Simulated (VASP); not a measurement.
Write the native input for VASP 6.6.1 that does the following.

| Property | Result |
| --- | --- |
| Task | band structure |
| Functional | SCAN |
| Potentials or basis | VASP PAW PBE potentials, release 64 (Pt, S) |
| Cutoff | 520 eV |
| k mesh | 9 × 9 × 5 |
| Occupations | fermi-dirac, width 0.05 eV |
| Spin | no spin polarisation |
| Further INCAR settings | ALGO = Normal; EDIFF = 1e-07; NBANDS = 18 |

The structure of PtS2 lies in POSCAR:

```
PtS2
1.0
    3.5432000000      0.0000000000      0.0000000000
   -1.7716000000      3.0685012107      0.0000000000
    0.0000000000      0.0000000000      5.0388000000
Pt S
1 2
Direct
    0.0000000000      0.0000000000      0.0000000000
    0.6666666667      0.3333333333      0.7730000000
    0.3333333333      0.6666666667      0.2270000000
```

These files were run (other wordings do the same):

INCAR

```
SYSTEM = PtS2
  PREC = Accurate
  ENCUT = 520
  EDIFF = 1E-7
  ISMEAR = -1
  SIGMA = 0.05
  LREAL = .False.
  LASPH = .True.
  NELM = 60
  ALGO = Normal
  ISIF = 2
  LWAVE = .False.
  LCHARG = .False.
  LMAXMIX = 4
  METAGGA = SCAN
  LMIXTAU = .True.
  NBANDS = 18
```

KPOINTS

```
Automatic mesh
0
Gamma
  9 9 5
  0 0 0
```

KPOINTS_OPT

```
path GMKGALHA,LM,KH
15
line-mode
reciprocal
 0.0000000000  0.0000000000  0.0000000000  G
 0.5000000000  0.0000000000  0.0000000000  M

 0.5000000000  0.0000000000  0.0000000000  M
 0.3333333333  0.3333333333  0.0000000000  K

 0.3333333333  0.3333333333  0.0000000000  K
 0.0000000000  0.0000000000  0.0000000000  G

 0.0000000000  0.0000000000  0.0000000000  G
 0.0000000000  0.0000000000  0.5000000000  A

 0.0000000000  0.0000000000  0.5000000000  A
 0.5000000000  0.0000000000  0.5000000000  L

 0.5000000000  0.0000000000  0.5000000000  L
 0.3333333333  0.3333333333  0.5000000000  H

 0.3333333333  0.3333333333  0.5000000000  H
 0.0000000000  0.0000000000  0.5000000000  A

 0.5000000000  0.0000000000  0.5000000000  L
 0.5000000000  0.0000000000  0.0000000000  M

 0.3333333333  0.3333333333  0.0000000000  K
 0.3333333333  0.3333333333  0.5000000000  H
```

Potentials or basis: VASP PAW PBE potentials, release 64 (Pt, S).

Launch:

```sh
$ cat potpaw_PBE.64/Pt/POTCAR potpaw_PBE.64/S/POTCAR > POTCAR
$ mpirun -np 1 vasp_std > vasp.out
```

Results of the run:

```yaml
Pressure: 5.6 GPa
Largest_force: 0.862 eV/Å
Band_gap_on_the_k_mesh: 1.30 eV, indirect (least direct gap 1.36 eV)
Band_gap_along_the_path: 1.26 eV, indirect (least direct gap 1.86 eV)
```

Caveat: the PAW data sets were made with another functional, which shifts forces and pressure a little; spin-orbit coupling is left out, which moves the levels of the heavy elements.

Run time: 3.7 min on 1 thread of Intel(R) Xeon(R) 6975P-C (Granite Rapids), on a shared host, peak memory 0.22 GiB.
